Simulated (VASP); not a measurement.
Here is a VASP 6.6.1 calculation.

POSCAR

```
PbSe
1.0
    0.0000000000      3.1300315300      3.1300315300
    3.1300315300      0.0000000000      3.1300315300
    3.1300315300      3.1300315300      0.0000000000
Pb Se
1 1
Direct
    0.0000000000      0.0000000000      0.0000000000
    0.5000000000      0.5000000000      0.5000000000
```

Contents of INCAR.step1:

```
PREC = Accurate ; ENCUT = 520
ISMEAR = -1 ; SIGMA = 0.02
LREAL = F ; LASPH = T
NELM = 60 ; NBANDS = 17
GGA = PE ; ALGO = Normal
EDIFF = 1E-4 ; LWAVE = T
LCHARG = F
```

Contents of INCAR.step2:

```
PREC = Accurate ; ENCUT = 520
EDIFF = 1E-7 ; ISMEAR = -1
SIGMA = 0.02 ; LREAL = F
LASPH = T ; NELM = 60
ALGO = Normal ; ISIF = 2
LWAVE = F ; LCHARG = F
METAGGA = R2SCAN ; LMIXTAU = T
NBANDS = 17 ; ISTART = 1
```

Contents of KPOINTS:

```
regular mesh
0
Gamma
  8 8 8
```

Potentials or basis: VASP PAW PBE potentials, release 64 (Pb_d, Se).

Command:

```bash
$ cat potpaw_PBE.64/Pb_d/POTCAR potpaw_PBE.64/Se/POTCAR > POTCAR
$ cp INCAR.step1 INCAR
$ mpirun -np 1 vasp_std > vasp.out
$ cp INCAR.step2 INCAR
$ mpirun -np 1 vasp_std > vasp.out
```

Task: Estimate the pressure.

Result: -1.9 GPa.

Task: Predict the band gap on the k mesh.

Result: 0.79 eV, direct.

Caveat: the PAW data sets were made with another functional, which shifts forces and pressure a little; spin-orbit coupling is left out, which moves the levels of the heavy elements.

**What was measured.**

From a printed reference work, monograph, for a bulk crystal of PbSe at 4.2 K: band gap 0.15 eV (direct).

A measured gap of PbSe is 0.15 eV (direct; 4.2 K; a printed reference work, monograph); the calculated 0.79 eV misses it by +0.64 eV. 2 values of this kind are on record (0.15 to 0.28 eV); this one was drawn at random. Spin-orbit coupling on Pb, Se is left out. The value is that of r2SCAN on a finite k mesh, which can miss the band edges, without temperature or zero-point motion.
